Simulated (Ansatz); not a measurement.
Wanted: the native input for an Ansatz 0.2.0 run.

| Item | Value |
| --- | --- |
| Task | relaxation of cell and atoms |
| Functional | PBEsol |
| Potentials or basis | Ansatz PAW |
| Cutoff | 420 eV (not typed: the program's choice for these potentials) |
| k mesh | 11 × 11 × 6 |
| Occupations | fermi-dirac, width 0.05 eV |
| Spin | collinear spin, ferromagnetic start |
| Starting moments | [1.0, 0.0, 0.0] μB |
| Target pressure | 30 GPa |
| Target pressure (GPa) | 30 |

The system is NiO2.

```xyz
3
Lattice="2.7988 0.0000 0.0000 -1.3994 2.4238 0.0000 0.0000 0.0000 4.6183" Properties=species:S:1:pos:R:3 pbc="T T T"
Ni    0.0000    0.0000    2.3091
O     0.0000    1.6159    1.3576
O     1.3994    0.8079    3.2607
```

The cell comes from a database or a generator and needn't be the stable form of this composition.

One way to write it, as run:

input.yaml

```yaml
crystal:
  lattice:
    - [2.798781865, 0.0, 0.0]
    - [-1.3993909325, 2.4238161948, 0.0]
    - [0.0, 0.0, 4.618273]
  atoms:
    - { symbol: Ni, position: [0.0, 0.0, 0.5], spin: 1.0 }
    - { symbol: O, position: [0.3333333333, 0.6666666667, 0.293961] }
    - { symbol: O, position: [0.6666666667, 0.3333333333, 0.706039] }
hamiltonian:
  xc: pbesol
  pseudopotentials: { kind: paw }
magnetization:
  spin_polarized: true
kpoints:
  mp_grid: { grid: [11, 11, 6] }
scf:
  occupations: { method: fermi_dirac, width: 0.05 }
output:
  forces: true
  stress: true
  eigenvalues: true
  write_density: true
  write_potential: true
  elf: true
  volumetric_format: npy
relax:
  f_tol: 0.01
  max_steps: 40
  cell: { stress_tol: 0.05, p_target: 30.0 }
```

Potentials or basis: Ansatz PAW.

Launch:

```bash
$ ansatz run input.yaml --threads 2 --pin off --max-ram 5632MiB --backend cpu --events-out ev --progress --plain --runs-dir out
```

Results of the run:

| Property | Result |
| --- | --- |
| Relaxed volume | 7.72 Å³/atom |
| Relaxed cell | a = 2.723 Å, b = 2.723 Å, c = 3.607 Å, α = 90.00°, β = 90.00°, γ = 120.00° |
| Space group after relaxing (to 0.05 Å) | P-3m1 (No. 164) |
| Energy change on relaxing (the enthalpy is what falls) | +137.8 meV/atom |
| Ionic steps | 13 |
| Pressure after relaxing | 30.0 GPa |
| Band gap on the k mesh | 0.53 eV, indirect (least direct gap 0.81 eV) |
| Net moment | 0.00 μB per cell |
| Absolute moment | 0.00 μB per cell |

Caveat: the volume moved by over 15 % at a fixed basis, so the end points are rough; odd divisions of the mesh miss points on the zone boundary, where band edges often lie, so the gap on the mesh can be too wide; the plane-wave basis is chosen anew once the cell has moved, so the energies of steps on either side of that aren't comparable; the pressure holds a Pulay correction of +1.3 GPa for the finite cutoff; the PAW data sets come from PBE, with cores solved anew for the run's functional, which leaves a small shift of forces and pressure; the starting moments weren't kept.

It took 40 s on 2 threads of AMD EPYC 7R43 64-Core Processor (Zen 3), on a shared host, peak memory 0.44 GiB.
